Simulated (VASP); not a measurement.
# Y (P6_3/mmc) in VASP: further runs

The runs below take Y through single point, with PBEsol.

Everything below comes from runs of VASP 6.6.1. Logs are shortened: lines on timing, memory, paths and dates and some standing lists are left out, and cuts for length are marked.

### 1 The crystal as given

It takes space group P6_3/mmc (No. 194, hexagonal). Conventional cell: a = 3.647 Å, b = 3.647 Å, c = 5.731 Å, α = 90.00°, β = 90.00°, γ = 120.00°. Around Y (site symmetry -6m2) lie 12 Y at 3.56 to 3.65 Å.

### 2 Single point, PBEsol

INCAR reads:

```
SYSTEM = Y
PREC = Accurate ; ENCUT = 700
EDIFF = 1E-6 ; ISMEAR = -1
SIGMA = 0.15 ; LREAL = .FALSE.
LASPH = .TRUE. ; NELM = 100
ALGO = Normal ; ISIF = 2
LWAVE = .FALSE. ; LCHARG = .FALSE.
GGA = PS ; ADDGRID = .FALSE.
```

KPOINTS reads:

```
regular mesh
0
G
  12 12 7
  0 0 0
```

POSCAR reads:

```
Y
1.0
    3.6474000000      0.0000000000      0.0000000000
   -1.8237000000      3.1587410578      0.0000000000
    0.0000000000      0.0000000000      5.7306000000
Y
2
Direct
    0.6666666667      0.3333333333      0.7500000000
    0.3333333333      0.6666666667      0.2500000000
```

Potentials or basis: VASP PAW PBE potentials, release 64 (Y_sv).

Run with:

```bash
$ cat potpaw_PBE.64/Y_sv/POTCAR > POTCAR
$ mpirun -np 1 vasp_std > vasp.out
```

OUTCAR:

```text
SYSTEM = Y
   PREC = Accurate
   ENCUT = 700
   EDIFF = 1E-6
   ISMEAR = -1
   LREAL = .FALSE.
   LASPH = .TRUE.
   NELM = 100
   ISIF = 2
   GGA = PS

 Found     76 irreducible k-points:

 Following reciprocal coordinates:
            Coordinates               Weight
  0.000000  0.000000  0.000000      1.000000
  0.083333  0.000000  0.000000      6.000000
  0.166667  0.000000  0.000000      6.000000
  0.250000  0.000000  0.000000      6.000000
  0.333333  0.000000  0.000000      6.000000
  0.416667  0.000000  0.000000      6.000000
   k-points           NKPTS =     76   k-points in BZ     NKDIM =     76   number of bands    NBANDS=     15
   number of dos      NEDOS =    301   number of ions     NIONS =      2
   total plane-waves  NPLWV =  51200
   dimension x,y,z NGX =    32 NGY =   32 NGZ =   50
   dimension x,y,z NGXF=    64 NGYF=   64 NGZF=  100
   ions per type =               2
   NGX,Y,Z   is equivalent  to a cutoff of  14.59, 14.59, 14.51 a.u.
   NGXF,Y,Z  is equivalent  to a cutoff of  29.17, 29.17, 29.01 a.u.
 SYSTEM =  Y
   PREC   = accura    normal or accurate (medium, high low for compatibility)
   ISTART =      0    job   : 0-new  1-cont  2-samecut
   ICHARG =      2    charge: 1-file 2-atom 10-const
   ISPIN  =      1    spin polarized calculation?
   LNONCOLLINEAR =      F non collinear calculations
   LSORBIT =      F    spin-orbit coupling
   LASPH  =      T    aspherical Exc in radial PAW
   ENCUT  =  700.0 eV  51.45 Ry    7.17 a.u.   7.87  7.87 12.36*2*pi/ulx,y,z
   NELM   =    100;   NELMIN=  2; NELMDL= -5     # of ELM steps
   EDIFF  = 0.1E-05   stopping-criterion for ELM
   LREAL  =      F    real-space projection
   EDIFFG = 0.1E-04   stopping-criterion for IOM
   NSW    =      0    number of steps for IOM
   IBRION =     -1    ionic relax: 0-MD 1-quasi-New 2-CG
   NFREE  =      0    steps in history (QN), initial steepest desc. (CG)
   ISIF   =      2    stress and relaxation
   ISYM   =      2    0-nonsym 1-usesym 2-fastsym
   POTIM  = 0.5000    time-step for ionic-motion
   TEBEG  =    0.0;   TEEND  =   0.0 temperature during run
   PSTRESS=    0.0 pullay stress
   NELECT =      22.0000    total number of electrons
   NUPDOWN=      -1.0000    fix difference up-down
   EMIN   =  10.00;   EMAX   =-10.00  energy-range for DOS
   EFERMI =   0.00;   METHOD = LEGACY
   ISMEAR =    -1;   SIGMA  =   0.15  broadening in eV -4-tet -1-fermi 0-gaus
   EFERMI_NEDOS =   21; number of points for ismear=-14 and -15
   IALGO  =     38    algorithm
   IMIX   =      4    mixing-type and parameters
     AMIX     =   0.40;   BMIX     =  1.00
     AMIX_MAG =   1.60;   BMIX_MAG =  1.00
  volume/ion in A,a.u.               =      33.01       222.77
  Fermi-wavevector in a.u.,A,eV,Ry     =   1.134967  2.144777 17.526345  1.288150
  Thomas-Fermi vector in A             =   2.271671
   LORBIT       =      0    0 simple, 1 ext, 2 COOP (PROOUT), +10 PAW based schemes
   GGA     = PS    functional components
   LHFCALC =     F    Hartree Fock is set to
   AEXX    =    0.0000 exact exchange contribution
   IVDW    =     0    specifies the selected vdW correction
   LEPSILON=     F    determine dielectric tensor
   LRPA    =     F    only Hartree local field effects (RPA)
 non-spin polarized calculation
  energy-cutoff  :      700.00
  volume of cell :       66.02
 maximum number of plane-waves:      2799
 NGX is ok and might be reduce to    32
   NGX = 15   NGY = 15   NGZ = 25

 number of electron      22.0000001 magnetization

 Free energy of the ion-electron system (eV)
  ---------------------------------------------------
  ext. energy  EPLUGINS =         0.00000000
  ---------------------------------------------------
  free energy    TOTEN  =       -13.74978060 eV

  energy without entropy =      -13.49629121  energy(sigma->0) =      -13.62303590

 E-fermi :   2.8623     XC(G=0):  -9.5132

 val. band max:        2.8619187895   @ k =   0.3333   0.0000   0.4286
 cond. band min:       2.8659439122   @ k =   0.2500   0.2500   0.4286
 fundamental gap:      0.0040251227
 Fermi energy:         2.8623434468

 k-point     1 :       0.0000    0.0000    0.0000
  band No.  band energies     occupation
      1     -39.7429      2.00000
      2     -39.6707      2.00000
      3     -20.0400      2.00000
      4     -19.5618      2.00000
      5     -19.5618      2.00000
      6     -19.4734      2.00000
      7     -19.4734      2.00000
      8     -19.4481      2.00000
      9      -1.8332      2.00000
     10       0.9974      1.99999
     11       3.7354      0.00592
     12       4.6030      0.00002
     13       4.6030      0.00002
     14       4.8845      0.00000
     15       5.2009      0.00000

 k-point     2 :       0.0833    0.0000    0.0000
  band No.  band energies     occupation
      1     -39.7395      2.00000
      2     -39.6695      2.00000
      3     -20.0278      2.00000
      4     -19.5867      2.00000
      5     -19.5703      2.00000
      6     -19.4997      2.00000
      7     -19.4767      2.00000
      8     -19.4538      2.00000
      9      -1.6857      2.00000
     10       1.1370      1.99998
     11       3.5854      0.01600
     12       4.2454      0.00020
     13       4.7399      0.00001
     14       5.0280      0.00000
     15       5.1568      0.00000

 k-point     3 :       0.1667    0.0000    0.0000
  band No.  band energies     occupation
      1     -39.7300      2.00000
      2     -39.6663      2.00000
      3     -19.9927      2.00000
      4     -19.6550      2.00000
      5     -19.5927      2.00000
      6     -19.5698      2.00000
      7     -19.4862      2.00000
      8     -19.4711      2.00000
      9      -1.2628      2.00000
     10       1.5100      1.99976
     11       3.2145      0.17445
     12       3.7069      0.00715
     13       4.6627      0.00001
     14       5.0737      0.00000
     15       5.1440      0.00000

 k-point     4 :       0.2500    0.0000    0.0000
  band No.  band energies     occupation
      1     -39.7163      2.00000
      2     -39.6626      2.00000
      3     -19.9397      2.00000
      4     -19.7487      2.00000
      5     -19.6617      2.00000
      6     -19.6221      2.00000
      7     -19.5002      2.00000
      8     -19.4996      2.00000
      9      -0.6237      2.00000
     10       1.9278      1.99607
     11       2.7767      1.27797
     12       3.2387      0.15049
     13       4.3562      0.00009
     14       4.7282      0.00001
     15       4.8447      0.00000

 k-point     5 :       0.3333    0.0000    0.0000
  band No.  band energies     occupation
      1     -39.7015      2.00000
      2     -39.6600      2.00000
      3     -19.8771      2.00000
      4     -19.8426      2.00000
      5     -19.7499      2.00000
      6     -19.6504      2.00000
      7     -19.5376      2.00000
      8     -19.5150      2.00000
      9       0.1266      2.00000
     10       2.0293      1.99228
     11       2.3940      1.91561
     12       2.9817      0.62178
     13       4.4122      0.00007
     14       4.4607      0.00005
     15       4.5657      0.00002

 k-point     6 :       0.4167    0.0000    0.0000
  band No.  band energies     occupation
      1     -39.6892      2.00000
      2     -39.6597      2.00000
      3     -19.9112      2.00000
      4     -19.8184      2.00000
      5     -19.8124      2.00000
      6     -19.6706      2.00000
      7     -19.5782      2.00000
      8     -19.5262      2.00000
      9       0.8229      2.00000
     10       1.8435      1.99776
     11       2.1394      1.98399
     12       2.8279      1.11425
     13       4.2939      0.00014
     14       4.3856      0.00008
     15       4.7446      0.00001

 [... further k-points ...]

------------------------ aborting loop because EDIFF is reached ----------------------------------------

  FORCE on cell =-STRESS in cart. coord.  units (eV):
  Direction    XX          YY          ZZ          XY          YZ          ZX
  --------------------------------------------------------------------------------------
  -------------------------------------------------------------------------------------
  Total       -0.7842351     -0.7842351     -0.8363394      0.0000000      0.0000000      0.0000000
  in kB      -19.0309004    -19.0309004    -20.2953079      0.0000000      0.0000000      0.0000000
  external PRESSURE =     -19.4523696 kB  Pullay stress =       0.0000000 kB

 VOLUME and BASIS-vectors are now :
 -----------------------------------------------------------------------------
  energy-cutoff  :      700.00
  volume of cell :       66.02
      direct lattice vectors                 reciprocal lattice vectors
     3.647400000  0.000000000  0.000000000     0.274167900  0.158290911  0.000000000
    -1.823700000  3.158741058  0.000000000     0.000000000  0.316581822  0.000000000
     0.000000000  0.000000000  5.730600000     0.000000000  0.000000000  0.174501797

 POSITION                                       TOTAL-FORCE (eV/Angst)
 -----------------------------------------------------------------------------------
      1.82370      1.05291      4.29795         0.000000     -0.000000      0.000000
     -0.00000      2.10583      1.43265        -0.000000      0.000000      0.000000
 -----------------------------------------------------------------------------------
    total drift:                               -0.000000      0.000000     -0.000000

  FREE ENERGIE OF THE ION-ELECTRON SYSTEM (eV)
  ---------------------------------------------------
  free  energy   TOTEN  =       -13.7497805990 eV

  energy  without entropy=      -13.4962912087  energy(sigma->0) =      -13.62303590
```

Run time: 2 min. Hardware: 1 thread of Intel Xeon Platinum 8488C (Sapphire Rapids), shared host; peak memory 0.3 GiB.

The run converged, but some of its settings lie outside the range that counts as converged, so its numbers aren't taken as properties of the crystal.

Results:

| Property | Result |
| --- | --- |
| Free energy | -13.7498 eV |
| Pressure | -1.9 GPa |
| Band gap on the k mesh | none (metal or under the smearing width) |

Caveat: the PAW data sets were made with another functional, which shifts forces and pressure a little.

### 3 Single point, PBEsol

INCAR: that of step 2 with these lines changed.

```diff
@@ -1,3 +1,3 @@
 SYSTEM = Y
-PREC = Accurate ; ENCUT = 700
+PREC = Accurate ; ENCUT = 550
 EDIFF = 1E-6 ; ISMEAR = -1
```

KPOINTS reads:

```
regular mesh
0
G
  14 14 8
  0 0 0
```

POSCAR is that of step 2.

Potentials or basis: VASP PAW PBE potentials, release 64 (Y_sv).

Run with:

```bash
$ cat potpaw_PBE.64/Y_sv/POTCAR > POTCAR
$ mpirun -np 1 vasp_std > vasp.out
```

OUTCAR:

```text
SYSTEM = Y
   PREC = Accurate
   ENCUT = 550
   EDIFF = 1E-6
   ISMEAR = -1
   LREAL = .FALSE.
   LASPH = .TRUE.
   NELM = 100
   ISIF = 2
   GGA = PS

 Found    120 irreducible k-points:

 Following reciprocal coordinates:
            Coordinates               Weight
  0.000000  0.000000  0.000000      1.000000
  0.071429  0.000000  0.000000      6.000000
  0.142857 -0.000000  0.000000      6.000000
  0.214286 -0.000000  0.000000      6.000000
  0.285714 -0.000000  0.000000      6.000000
[... 185 lines left out ...]
------------------------ aborting loop because EDIFF is reached ----------------------------------------

  FORCE on cell =-STRESS in cart. coord.  units (eV):
  Direction    XX          YY          ZZ          XY          YZ          ZX
  --------------------------------------------------------------------------------------
  -------------------------------------------------------------------------------------
  Total       -0.7900895     -0.7900895     -0.8460214      0.0000000      0.0000000      0.0000000
  in kB      -19.1729685    -19.1729685    -20.5302579      0.0000000      0.0000000      0.0000000
  external PRESSURE =     -19.6253983 kB  Pullay stress =       0.0000000 kB

 VOLUME and BASIS-vectors are now :
 -----------------------------------------------------------------------------
  energy-cutoff  :      550.00
  volume of cell :       66.02
      direct lattice vectors                 reciprocal lattice vectors
     3.647400000  0.000000000  0.000000000     0.274167900  0.158290911  0.000000000
    -1.823700000  3.158741058  0.000000000     0.000000000  0.316581822  0.000000000
     0.000000000  0.000000000  5.730600000     0.000000000  0.000000000  0.174501797

 POSITION                                       TOTAL-FORCE (eV/Angst)
 -----------------------------------------------------------------------------------
      1.82370      1.05291      4.29795         0.000000      0.000000      0.000000
     -0.00000      2.10583      1.43265        -0.000000     -0.000000      0.000000
 -----------------------------------------------------------------------------------
    total drift:                               -0.000000      0.000000     -0.000000

  FREE ENERGIE OF THE ION-ELECTRON SYSTEM (eV)
  ---------------------------------------------------
  free  energy   TOTEN  =       -13.7498238217 eV

  energy  without entropy=      -13.4967553718  energy(sigma->0) =      -13.62328960
```

stdout:

```text
POSCAR found type information on POSCAR Y
 POSCAR found :  1 types and       2 ions
 scaLAPACK will be used
 -----------------------------------------------------------------------------
|                                                                             |
|                                                                             |
|     You enforced a specific xc type in the INCAR file but a different       |
|     I HOPE YOU KNOW WHAT YOU ARE DOING!                                     |
|                                                                             |
 -----------------------------------------------------------------------------

 LDA part: xc-table for (Slater+PW92), standard interpolation
 POSCAR, INCAR and KPOINTS ok, starting setup
 FFT: planning ... GRIDC
 FFT: planning ... GRID_SOFT
 FFT: planning ... GRID
 WAVECAR not read
 entering main loop
```

Run time: 1.8 min. Hardware: 1 thread of Intel Xeon Platinum 8488C (Sapphire Rapids), shared host; peak memory 0.28 GiB.

These settings aren't checked as converged: the numbers below hold their error.

Results:

| Quantity | Value |
| --- | --- |
| Free energy | -13.7498 eV |
| Pressure | -2.0 GPa |
| Band gap on the k mesh | none (metal or under the smearing width) |

Caveat: the PAW data sets were made with another functional, which shifts forces and pressure a little.
